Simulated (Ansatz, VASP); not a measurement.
**Cs: VASP beside Ansatz**

Contents of INCAR:

```
  PREC = Accurate
  ENCUT = 520
  EDIFF = 1E-7
  ISMEAR = -1
  SIGMA = 0.1
  LREAL = F
  LASPH = T
  NELM = 60
  ALGO = Normal
  ISIF = 2
  LWAVE = F
  LCHARG = F
  GGA = PE
  NBANDS = 10
```

KPOINTS

```
Automatic mesh
0
Gamma
  6 6 6
```

Contents of POSCAR:

```
Cs
1.0
   -3.0771709509      3.0771709509      3.0771709509
    3.0771709509     -3.0771709509      3.0771709509
    3.0771709509      3.0771709509     -3.0771709509
Cs
1
Direct
    0.0000000000      0.0000000000      0.0000000000
```

Input for Ansatz:

```yaml
crystal:
  lattice:
    - [-3.0771709509, 3.0771709509, 3.0771709509]
    - [3.0771709509, -3.0771709509, 3.0771709509]
    - [3.0771709509, 3.0771709509, -3.0771709509]
  atoms:
    - { symbol: Cs, position: [0.0, 0.0, 0.0] }
hamiltonian:
  xc: pbe
  pseudopotentials:
    kind: paw
    azcp:
      Cs: "pseudopotentials/Cs.paw.azcp"
basis:
  ecutwfc: 420
  fft_grid_basis: typed
kpoints:
  mp_grid: { grid: [6, 6, 6], shift: [0, 0, 0] }
magnetization:
  spin_polarized: false
scf:
  occupations: { method: fermi_dirac, width: 0.1 }
  lower_state_search: "off"
output:
  stress: true
```

Alike in both runs: task single point; functional PBE; k mesh 6 × 6 × 6; occupations fermi-dirac, width 0.1 eV; no spin polarisation.

```csv
,VASP,Ansatz
version,VASP 6.6.1,Ansatz 0.2.0
potentials or method,"VASP PAW PBE potentials, release 64 (Cs_sv)","plane waves (420 eV) with PAW, scalar-relativistic"
plane-wave cutoff (eV),520,420
valence electrons in the cell,9,9
```

```csv
,VASP,Ansatz,Ansatz less VASP
pressure (GPa),0.0,0.0,+0.01
```

The runs have no spin-orbit coupling, so splittings on Cs are missing.
